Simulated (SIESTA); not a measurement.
## How far to go with the k-point mesh: LiI (I4mm, 2 atoms in the cell)

```
CELL_PARAMETERS angstrom
      0.00000     3.02505     3.02505
      3.02505     0.00000     3.02505
      3.02505     3.02505     0.00000
ATOMIC_POSITIONS crystal
  Li 0.00826 0.00826 0.99174
  I  0.50000 0.50000 0.50000
```

Method: GGA PBE, numerical atomic orbitals DZP, PseudoDojo PBE standard norm-conserving potentials (rewritten from UPF to PSML) (SIESTA).

Base settings: XC.functional = GGA; XC.authors = PBE; potentials = PseudoDojo PBE standard; PAO.BasisSize = DZP; PAO.EnergyShift = 0.005 Ry; MeshCutoff = 300 Ry; kgrid.MonkhorstPack = 7 7 7; OccupationFunction = FD; ElectronicTemperature = 0.05 eV; PAO.Polarization.NonPerturbative = true.

The second cell is the first with its lattice scaled by 0.98.

Only quantities that move along the ladder and can be compared are tabulated.

The starting cell has typed, rounded lattice constants, without a prior relaxation at this level. Its lattice was rescaled by up to half a per cent. One atom was moved a little off its site on purpose. Spin-orbit coupling is off. Values carry the incompleteness of an atom-centred basis.

| kgrid.MonkhorstPack | free energy less the last step's (meV/atom) | energy of the compressed cell less the first (meV/atom) | pressure (GPa) | largest difference of a force vector from the last step's (eV/Å) | gap on the mesh (eV) |
|---|---|---|---|---|---|
| 2 2 2 | 357.55 | 52.62 | 4.29 | 0.017 | 4.323 |
| 3 3 3 | 43.47 | 11.51 | 0.57 | 0.002 | 4.382 |
| 4 4 4 | 6.99 | 5.29 | 0.03 | 0.001 | 4.396 |
| 5 5 5 | 1.23 | 3.96 | -0.09 | 0.000 | 4.399 |
| 6 6 6 | 0.25 | 3.70 | -0.11 | 0.000 | 4.399 |
| 7 7 7 | 0.05 | 3.65 | -0.12 | 0.000 | 4.400 |
| 8 8 8 | 0.01 | 3.63 | -0.12 | 0.000 | 4.398 |
| 9 9 9 | 0.00 | 3.63 | -0.12 | 0.000 | 4.392 |
| 10 10 10 | 0.00 | 3.63 | -0.12 | 0.000 | 4.390 |
| 11 11 11 | 0.00 | 3.63 | -0.12 | 0.000 | 4.390 |
| 12 12 12 | 0.00 | 3.63 | -0.12 | 0.000 | 4.390 |
| 14 14 14 | 0.00 | 3.63 | -0.12 | 0.000 | 4.391 |
| 15 15 15 | 0.00 | 3.63 | -0.12 | 0.000 | 4.392 |
| 17 17 17 | 0.00 | 3.63 | -0.12 | 0.000 | 4.393 |
| 18 18 18 | 0.00 | 3.63 | -0.12 | 0.000 | 4.392 |
| 20 20 20 | 0.00 | 3.63 | -0.12 | 0.000 | 4.390 |

Coarsest kgrid.MonkhorstPack that holds the forces within 0.01 eV/Å of the last step, with all finer ones: 3 3 3; the step before is off by 0.017 eV/Å.

Coarsest kgrid.MonkhorstPack that holds the energy of the compressed cell less the first within 2 meV/atom of the last step, with all finer ones: 4 4 4; the step before is off by 7.9 meV/atom.

The energy difference between the two cells stays within 1 meV/atom of the last step's from 5 5 5 on, the total only from 6 6 6 on: much of the error is common to both cells and cancels.

The gap on the mesh jumps up and down from mesh to mesh; it is no smooth measure of convergence.
